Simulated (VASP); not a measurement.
Write the native input for VASP 6.6.1 that does the following.

```
Task                   : single point
Functional             : LDA
Potentials or basis    : VASP PAW LDA potentials, release 64 (Ni, O)
Cutoff                 : 520 eV
k mesh                 : 8 × 8 × 7
Occupations            : gaussian, width 0.05 eV
Spin                   : collinear spin, zero start
Starting moments       : [0.0, 0.0] μB
Hubbard terms          : Ni d U = 7 eV
Further INCAR settings : ALGO = Normal; EDIFF = 1e-06
```

The structure of NiO lies in POSCAR:

```
NiO
1.0
    2.7830607900      0.0000000000      0.0000000000
   -1.3915303900      2.4102013400      0.0000000000
    0.0000000000      0.0000000000      2.7161294400
Ni O
1 1
Direct
    0.0000000000      0.0000000000      0.0000000000
    0.6666666667      0.3333333333      0.5000000000
```

Measurements of this composition are mostly on another form, of space group No. 225.

These files were run (other wordings do the same):

INCAR

```
SYSTEM = NiO
ALGO = Normal
EDIFF = 1E-6
ENCUT = 520
ISIF = 2
ISMEAR = 0
ISPIN = 2
LASPH = .True.
LCHARG = .False.
LDAU = .True.
LDAUJ = 0 0
LDAUL = 2 -1
LDAUPRINT = 1
LDAUTYPE = 2
LDAUU = 7 0
LMAXMIX = 4
LORBIT = 11
LREAL = .False.
LWAVE = .False.
MAGMOM = 0 0
NELM = 150
PREC = Accurate
SIGMA = 0.05
```

KPOINTS

```
k-points
0
Gamma
  8 8 7
  0 0 0
```

Potentials or basis: VASP PAW LDA potentials, release 64 (Ni, O).

Run with:

```console
$ cat potpaw_LDA.64/Ni/POTCAR potpaw_LDA.64/O/POTCAR > POTCAR
$ mpirun -np 1 vasp_std > vasp.out
```

Results of the run:

* Pressure: -30.5 GPa
* Band gap on the k mesh: none (metal or under the smearing width)
* Net moment: 0.00 μB per cell
* Valence electrons inside the program's atomic spheres: Ni 9.29; O 4.84

Caveat: a pressure of tens of GPa on the cell as given is suspect, and the run, the potentials or the cell itself is likely at fault.

It took 15 s on 1 thread of Intel(R) Xeon(R) Platinum 8488C (Sapphire Rapids) (shared host), peak memory 0.13 GiB.
